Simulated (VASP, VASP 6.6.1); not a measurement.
# Lattice constant of YSb with VASP: progress notes from a first attempt

*A first attempt by someone new to these calculations. It holds errors of set-up and of interpretation; a review follows at the end.*

## Starting point

YSb is cubic, space group Fm-3m, so one number, the lattice constant a, describes the cell. The value I compare with comes from "Magnetoresistance and Shubnikov-de Hass oscillation in YSb" (2016, arXiv:1604.05912): a = 6.1628 ± 0.0006 Å, from a refinement of powder X-ray data on crushed crystals grown from flux. A second paper, "Giant magnetoresistance, three-dimensional Fermi surface and origin of resistivity plateau in YSb semimetal" (2016, arXiv:1604.06945), has 6.163 Å, also from powder diffraction with Cu K-alpha radiation on crystals grown from Sb flux. The temperature is not given with that value, and a literature value of 6.155 Å is mentioned beside it. The two main values agree very well, so I take the first as the number to hit.

| compared with | measured | source's wording or label | method |
| --- | --- | --- | --- |
| lattice constant a of the conventional cell (Å) | 6.1628 ± 0.0006 | cubic lattice parameter a | powder XRD refinement * |
| lattice constant a of the conventional cell (Å) | 6.163 | cubic lattice parameter | powder X-ray diffraction, Cu K-alpha |

Where a quantity has several values, deviations refer to the one marked *.

Conditions are those given with the value in the passage it was taken from; "not stated" means there, and the paper may say more elsewhere.

## Choices

I want VASP to give me the lattice constant of YSb. The model is the small cell with one Y and one Sb, and I start from a published structure with a = 6.165 Å, which is already 0.002 Å above the powder value. The program may change the cell and the atoms until it is satisfied.

My target is to agree within 0.001 Å, because the diffraction error bar is about that size and I suppose a calculation should be at least as good as a measurement. If the first answer is off, I will change settings until it fits.

System: YSb; Fm-3m (No. 225), 2 atoms in the cell; conventional a = 6.165 A, from a published structure refinement (COD).

On the selection of runs and values: 1 further cited values are not listed: repeats, values quoted from earlier work, more than five for one quantity or six quantities, optical onsets of an indirect gap, modes that a denser mesh moves by over 3 %, or quantities that fewer than three runs give. Further runs on this system are not shown.

## 1. A quick first relaxation

I begin with PBEsol, which I have read is meant for solids, and a plane-wave cutoff of 110 eV. Thermal energies at room temperature are a small fraction of one eV, so 110 eV looks like plenty to me, and a low cutoff should make the run fast. I expect a to come out close to 6.16 Å.

**Run 1.** VASP 6.6.1: PBEsol; 110 eV, 8x8x8 k mesh; cell and atoms relaxed.

Key lines of the input:
```
ALGO = Normal
EDIFF = 1E-06
EDIFFG = -0.01
ENCUT = 110
GGA = PS
IBRION = 2
ISIF = 3
ISMEAR = 1
NBANDS = 14
NELM = 60
NSW = 50
PREC = Normal
SIGMA = 0.1
KPOINTS: Gamma, 8 8 8
PAW data sets: Sb Y_sv (PBE 64)
```

Command:
```
mpirun -np 2 vasp_std
```

Selected lines of the output:
```
 reached required accuracy - stopping structural energy minimisation
  external PRESSURE =      -0.5456572 kB  Pullay stress =       0.0000000 kB
```

Converged; 2.6 s on 2 cores of Intel Xeon 6975P-C (Granite Rapids), shared host (all steps together).

| quantity | run 1 | measured | deviation |
| --- | --- | --- | --- |
| lattice constant a of the conventional cell (Å) | 5.7138 | 6.1628 ± 0.0006 | −0.4490 (−7.3 %) |
| volume of the conventional cell (Å³) | 186.54 |  |  |
| space group at the end | Fm-3m |  |  |
| pressure left at the end (GPa) | −0.05457 |  |  |

The lattice constant came out at 5.7138 Å, which is 0.4490 Å too short. The program says it reached the required accuracy and the pressure left is close to zero, so the calculation itself is fine and 110 eV was enough. That leaves the functional: PBEsol pulls Y and Sb much too close together and is not suitable for YSb.

## 2. A functional with van der Waals forces

I think PBEsol leaves out the van der Waals part. Atoms have a van der Waals radius that keeps them apart, so including it should push the cell outwards. I take r2SCAN + rVV10, which has the longest name and is probably the most complete. As the first run took only seconds, I also raise the cutoff to 450 eV and switch LASPH on, which I have seen used together with this functional. I expect most of the missing 0.4490 Å to come back.

**Run 2.** VASP 6.6.1: r2SCAN + rVV10; 450 eV, 8x8x8 k mesh; cell and atoms relaxed, LASPH on.

Key lines of the input, as changed from run 1:
```diff
+ BPARAM = 11.95
+ CPARAM = 0.0093
- ENCUT = 110
- GGA = PS
+ ENCUT = 450
+ IVDW_NL = 2
+ LASPH = .TRUE.
+ LUSE_VDW = .TRUE.
+ METAGGA = R2SCAN
- NELM = 60
+ NELM = 100
- PREC = Normal
+ PREC = Accurate
```

Selected lines of the output:
```
 reached required accuracy - stopping structural energy minimisation
  volume of cell :       59.30
```

Converged; took 2.3 min (all steps together).

| quantity | run 2 | measured | deviation |
| --- | --- | --- | --- |
| lattice constant a of the conventional cell (Å) | 6.1903 | 6.1628 ± 0.0006 | +0.0275 (+0.4 %) |
| volume of the conventional cell (Å³) | 237.22 |  |  |
| space group at the end | Fm-3m |  |  |
| pressure left at the end (GPa) | 0.00387 |  |  |

The van der Waals part worked. The cell has opened from 5.7138 to 6.1903 Å, so the missing repulsion between Y and Sb was the problem. It has now gone slightly too far, 0.0275 Å above the powder value, which is still well outside my target of 0.001 Å.

## 3. Taking the van der Waals part out again

Since the van der Waals part pushes the atoms apart, leaving it out should let the cell shrink. I keep r2SCAN and drop only rVV10. I expect a value a little below 6.19 Å, hopefully right at 6.163 Å.

**Run 3.** VASP 6.6.1: r2SCAN; 450 eV, 8x8x8 k mesh; cell and atoms relaxed, LASPH on.

Key lines of the input, as changed from run 2:
```diff
- BPARAM = 11.95
- CPARAM = 0.0093
- IVDW_NL = 2
- LUSE_VDW = .TRUE.
```

Selected lines of the output:
```
 reached required accuracy - stopping structural energy minimisation
  volume of cell :       59.92
```

Converged; took 66 s (all steps together).

| quantity | run 3 | measured | deviation |
| --- | --- | --- | --- |
| lattice constant a of the conventional cell (Å) | 6.2118 | 6.1628 ± 0.0006 | +0.0490 (+0.8 %) |
| volume of the conventional cell (Å³) | 239.69 |  |  |
| space group at the end | Fm-3m |  |  |
| pressure left at the end (GPa) | −0.01861 |  |  |

Without rVV10 the cell became larger, 6.2118 Å instead of 6.1903 Å, and the deviation grew to 0.0490 Å. I had expected the opposite. My explanation is that the van der Waals part corrects whatever the functional gets wrong: r2SCAN makes the cell too large, so there it pulls inwards, and PBEsol makes it too small, so there it must push outwards.

## 4. Van der Waals correction on PBEsol

If that is right, PBEsol with a van der Waals correction should open up from 5.7138 Å towards the measured value. I use the D3(BJ) correction and keep 450 eV from the last runs. I also relax twice, so that the correction has time to act fully. I expect to land between 6.1 and 6.2 Å.

**Run 4.** VASP 6.6.1: PBEsol + D3(BJ); 450 eV, 8x8x8 k mesh; cell and atoms relaxed, relaxed twice.

Key lines of the input, as changed from run 3:
```diff
+ GGA = PS
- LASPH = .TRUE.
- METAGGA = R2SCAN
+ IVDW = 12
```

Selected lines of the output:
```
   3 F= -.14708975E+02 E0= -.14708877E+02  d E =-.442073E-01
 reached required accuracy - stopping structural energy minimisation
```

Converged; took 23 s (all steps together).

| quantity | run 4 | measured | deviation |
| --- | --- | --- | --- |
| lattice constant a of the conventional cell (Å) | 6.0393 | 6.1628 ± 0.0006 | −0.1235 (−2.0 %) |
| volume of the conventional cell (Å³) | 220.28 |  |  |
| space group at the end | Fm-3m |  |  |
| pressure left at the end (GPa) | −0.01927 |  |  |

The correction did push PBEsol outwards, from 5.7138 to 6.0393 Å, which fits my explanation. It is not strong enough, though: the cell is still 0.1235 Å too short, and I had hoped for at least 6.1 Å. I think relaxing twice was a mistake. The structure I start from is almost right at 6.165 Å, and each further step gives PBEsol another chance to pull the atoms together.

## 5. Fewer relaxation steps

I now limit the relaxation to two steps with NSW = 2, so that the cell can adjust a little but has no time to collapse. I leave out D3(BJ), because with so few steps there should be not much left to correct. The cutoff stays at 450 eV. I expect a to stay just below the starting value, close to 6.16 Å.

**Run 5.** VASP 6.6.1: PBEsol; 450 eV, 8x8x8 k mesh; cell and atoms relaxed, NSW = 2.

Key lines of the input, as changed from run 4:
```diff
- IVDW = 12
- NELM = 100
- NSW = 50
+ NELM = 60
+ NSW = 2
```

Selected lines of the output:
```
DAV:   7    -0.137746102807E+02   -0.10197E-04   -0.49910E-05   924   0.409E-02    0.356E-02
DAV:   8    -0.137746235963E+02   -0.13316E-04   -0.26230E-05   896   0.500E-02    0.152E-02
DAV:   9    -0.137746238829E+02   -0.28658E-06   -0.23009E-06   836   0.153E-02
   2 F= -.13774624E+02 E0= -.13774583E+02  d E =-.283468E-02
 trial-energy change:   -0.002835  1 .order   -0.002686   -0.017696    0.012324
 step:   0.5966(harm=  0.5895)  dis= 0.00000  next Energy=   -13.777100 (dE=-0.531E-02)
```

Not converged; took 10 s (all steps together).

This run did not converge, so I take no lattice constant from it. Still, the energy changed by only about 0.003 eV in the second step, which is so little that the cell must be practically at its final size. I conclude that stopping early does keep PBEsol from collapsing, and that the program only needs some help to finish.

## 6. A coarser mesh to help it converge

I think the 8x8x8 k mesh gives the program too many points to satisfy at once. With 4x4x4 there are fewer, so it should converge more easily, and I can allow the normal number of steps again. I stay with PBEsol at 450 eV and expect a close to 6.16 Å.

**Run 6.** VASP 6.6.1: PBEsol; 450 eV, 4x4x4 k mesh; cell and atoms relaxed.

Key lines of the input, as changed from run 4:
```diff
- IVDW = 12
- KPOINTS: Gamma, 8 8 8
+ KPOINTS: Gamma, 4 4 4
```

Selected lines of the output:
```
 reached required accuracy - stopping structural energy minimisation
  volume of cell :       57.49
```

Converged; took 7.4 s (all steps together).

| quantity | run 6 | measured | deviation |
| --- | --- | --- | --- |
| lattice constant a of the conventional cell (Å) | 6.1264 | 6.1628 ± 0.0006 | −0.0364 (−0.6 %) |
| volume of the conventional cell (Å³) | 229.94 |  |  |
| space group at the end | Fm-3m |  |  |
| pressure left at the end (GPa) | 0.00620 |  |  |

The coarser mesh helped: the run converged and gives 6.1264 Å. My first PBEsol run, with 8x8x8, had ended at 5.7138 Å, so it was the dense mesh that made the cell collapse, and PBEsol is better than I thought. I am still 0.0364 Å short of the powder value, where I had expected to be close to 6.16 Å.

## 7. Adding spin-orbit coupling

Antimony is a heavy atom, and I have read that heavy atoms need spin-orbit coupling. I imagine that the coupling adds energy to the electrons, so they should take up more room and push the cell outwards by the missing 0.0364 Å. I use a 6x6x6 mesh, which is still coarser than the one that gave the collapse, and switch LASPH on again because the r2SCAN runs with it came out large.

**Run 7.** VASP 6.6.1: PBEsol with spin-orbit coupling; 450 eV, 6x6x6 k mesh; cell and atoms relaxed, LASPH on.

Key lines of the input, as changed from run 6:
```diff
+ GGA_COMPAT = .FALSE.
- NBANDS = 14
+ LASPH = .TRUE.
+ LMAXMIX = 4
+ LNONCOLLINEAR = .TRUE.
+ LSORBIT = .TRUE.
+ MAGMOM = 0 0 0 0 0 0
+ NBANDS = 28
- KPOINTS: Gamma, 4 4 4
+ KPOINTS: Gamma, 6 6 6
```

Command:
```
mpirun -np 2 vasp_ncl
```

Selected lines of the output:
```
 reached required accuracy - stopping structural energy minimisation
  volume of cell :       57.17
```

Converged; took 59 s (all steps together).

| quantity | run 7 | measured | deviation |
| --- | --- | --- | --- |
| lattice constant a of the conventional cell (Å) | 6.1151 | 6.1628 ± 0.0006 | −0.0477 (−0.8 %) |
| volume of the conventional cell (Å³) | 228.67 |  |  |
| space group at the end | Fm-3m |  |  |
| pressure left at the end (GPa) | −0.00109 |  |  |

With spin-orbit coupling a is 6.1151 Å, so the cell got smaller than the 6.1264 Å of the previous run, and the deviation grew to 0.0477 Å. I don't think the coupling did this, since it should push outwards. The 6x6x6 mesh is denser than 4x4x4, and I take the shrinking as the beginning of the same collapse that I had with 8x8x8. The spin-orbit coupling was probably holding it back.

## 8. A simpler functional

r2SCAN did not collapse on the 8x8x8 mesh, so the trouble must come from PBEsol together with many k points. PBEsol uses the gradient of the density, and I suspect that a dense mesh makes this gradient too strong. LDA has no gradient, so it should be safe on 8x8x8. I go back to relaxing twice, because without the collapse a second pass can only bring the cell closer to the right size. I expect a value between PBEsol and r2SCAN, near 6.16 Å.

**Run 8.** VASP 6.6.1: LDA; 450 eV, 8x8x8 k mesh; cell and atoms relaxed, relaxed twice.

Key lines of the input, as changed from run 3:
```diff
+ GGA = CA
- LASPH = .TRUE.
- METAGGA = R2SCAN
- PAW data sets: Sb Y_sv (PBE 64)
+ PAW data sets: Sb Y_sv (LDA 64)
```

Selected lines of the output:
```
 reached required accuracy - stopping structural energy minimisation
  volume of cell :       55.82
```

Converged; took 18 s (all steps together).

| quantity | run 8 | measured | deviation |
| --- | --- | --- | --- |
| lattice constant a of the conventional cell (Å) | 6.0665 | 6.1628 ± 0.0006 | −0.0963 (−1.6 %) |
| volume of the conventional cell (Å³) | 223.26 |  |  |
| space group at the end | Fm-3m |  |  |
| pressure left at the end (GPa) | −0.0178 |  |  |

LDA gives 6.0665 Å, which is 0.0963 Å too short, and not the value near 6.16 Å that I had expected. It shrank on the 8x8x8 mesh although it has no gradient, so the gradient can't be what makes the cell collapse. I now think the dense mesh pulls every functional inwards and r2SCAN is just stiff enough to resist it. The second pass didn't bring the cell any closer to the powder value either. I don't know what else to change to get to 6.163 Å, so I stop here.

## Table of results

| run | settings | lattice constant a of the conventional cell (Å) | deviation | cost | status |
| --- | --- | --- | --- | --- | --- |
| 1 | PBEsol, 110 eV, 8x8x8 k mesh | 5.7138 | −0.4490 (−7.3 %) | under 1 core-min |  |
| 2 | r2SCAN + rVV10, 450 eV, 8x8x8 k mesh, LASPH on | 6.1903 | +0.0275 (+0.4 %) | 4.5 core-min |  |
| 3 | r2SCAN, 450 eV, 8x8x8 k mesh, LASPH on | 6.2118 | +0.0490 (+0.8 %) | 2.2 core-min |  |
| 4 | PBEsol + D3(BJ), 450 eV, 8x8x8 k mesh, relaxed twice | 6.0393 | −0.1235 (−2.0 %) | under 1 core-min |  |
| 5 | PBEsol, 450 eV, 8x8x8 k mesh, NSW = 2 | – |  | under 1 core-min | not converged |
| 6 | PBEsol, 450 eV, 4x4x4 k mesh | 6.1264 | −0.0364 (−0.6 %) | under 1 core-min |  |
| 7 | PBEsol with spin-orbit coupling, 450 eV, 6x6x6 k mesh, LASPH on | 6.1151 | −0.0477 (−0.8 %) | 2 core-min |  |
| 8 | LDA, 450 eV, 8x8x8 k mesh, relaxed twice | 6.0665 | −0.0963 (−1.6 %) | under 1 core-min |  |
|  | measured | 6.1628 ± 0.0006 |  |  |  |

## Closing entry

I did not reach my target of 0.001 Å. The closest value is 6.1903 Å from r2SCAN + rVV10, which is 0.0275 Å above the powder value, so I would report that one as the calculated lattice constant of YSb. It also has the most complete description of the forces, and it stood up to the 8x8x8 mesh.

For PBEsol I would keep the 4x4x4 result, 6.1264 Å, and not use more k points, since the cell collapsed to 5.7138 Å with the dense mesh. The 110 eV cutoff gave no trouble in that run, so I see no reason to go back to it. Spin-orbit coupling seems to hold the cell open a little, but not enough to matter here.

What I still can't explain is why the van der Waals part pushes outwards with PBEsol and pulls inwards with r2SCAN. LDA also came out too small, at 6.0665 Å, when I had thought it would be safe. I have no further idea how to get to 6.163 Å and am leaving the work at this point.

## Review

Further runs made for the review:

| reviewer's run | settings | lattice constant a of the conventional cell (Å) | deviation | cost |
| --- | --- | --- | --- | --- |
| R1 | PBEsol, 450 eV, 8x8x8 k mesh | 6.1206 | −0.0422 (−0.7 %) | under 1 core-min |
| R2 | PBEsol, 450 eV, 12x12x12 k mesh | 6.1192 | −0.0436 (−0.7 %) | 60 core-s |
| R3 | vdW-DF-cx, 450 eV, 8x8x8 k mesh, LASPH on | 6.1361 | −0.0267 (−0.4 %) | 2.6 core-min |
|  | measured | 6.1628 ± 0.0006 |  |  |

The target of 0.001 Å was arbitrary. A diffraction error bar says nothing about the error of a functional, which is often near one per cent, and changing settings until the number fits would only hide that error.

Run 1 contains the mistake that misled most of the notebook. The cutoff must describe the electrons' wave functions and has nothing to do with thermal energy. At 110 eV the stress is false, so a small remaining pressure proves nothing; a 7 % shrinkage from a measured structure was the warning. With 450 eV on the same mesh, PBEsol gives 6.1206 Å (R1), for under one core-minute. Neither the functional nor the mesh caused the collapse.

Van der Waals forces attract; they don't supply the repulsion that keeps atoms apart. The cell opened in run 2 because the cutoff was raised and the functional changed. Run 3 rightly removed only rVV10, and the cell grew. Run 4 shows the same attraction: D3(BJ) shortens PBEsol's 6.1206 Å (R1) to 6.0393 Å. The puzzle of opposite directions therefore disappears. Relaxing twice was no mistake either, since the second pass rebuilds the basis for the new cell. It serves consistency, not agreement with experiment.

Run 5 was stopped after two steps, and a small energy change doesn't show that the cell has reached its final size. The author rightly took no lattice constant from it, but should simply have allowed more steps. That, not the coarser mesh, is why run 6 finished. Its 4x4x4 mesh leaves the cell 0.0058 Å longer than R1, so its closer agreement with the measurement is chance. Going on to 12x12x12 changes PBEsol by only 0.0014 Å (R2), at a cost of about one core-minute: there is no collapse.

Run 7 changed the mesh, LASPH and spin-orbit coupling together, so it can't isolate the coupling. Nothing in it shows the coupling holding the cell open, and there is no general rule that it should. LASPH adds non-spherical terms inside the atomic spheres and isn't a means of enlarging a cell. A run without coupling but otherwise identical would have settled the question for about a core-minute.

Run 8 is a reasonable LDA calculation, with matching data sets. LDA is well known for making lattice constants too short; neither a dense mesh nor r2SCAN's supposed stiffness is needed to explain the results. A k mesh doesn't strengthen density gradients.

Run 2 is usable, but closeness to experiment and a longer name are no grounds for preferring it. I would rely on R1, because PBEsol was designed for solids and its mesh was tested. It falls 0.7 % short; vdW-DF-cx comes nearest, 0.4 % short (R3), while r2SCAN is 0.8 % too long. This is ordinary agreement, and with sound results on both sides and two matching powder values, I see no reason to doubt the measurement. Zero-point motion and thermal expansion, both left out, would probably close part of PBEsol's gap but worsen r2SCAN's excess. How much of each miss belongs to the functional remains unsettled.

[Logs are printed without paths, hosts, clocks, repeated set-up lines and the standing remarks that a program may print on its own settings, such as how far it seeks lower states.]

[The runs shown are a pick from a larger set of finished runs; failed, doubtful and other runs were left out of it ahead of writing. So were measured values far from every level or from commonly accepted values, and agreement can look better than it is. Lines of input and output are excerpts and may be shortened.]
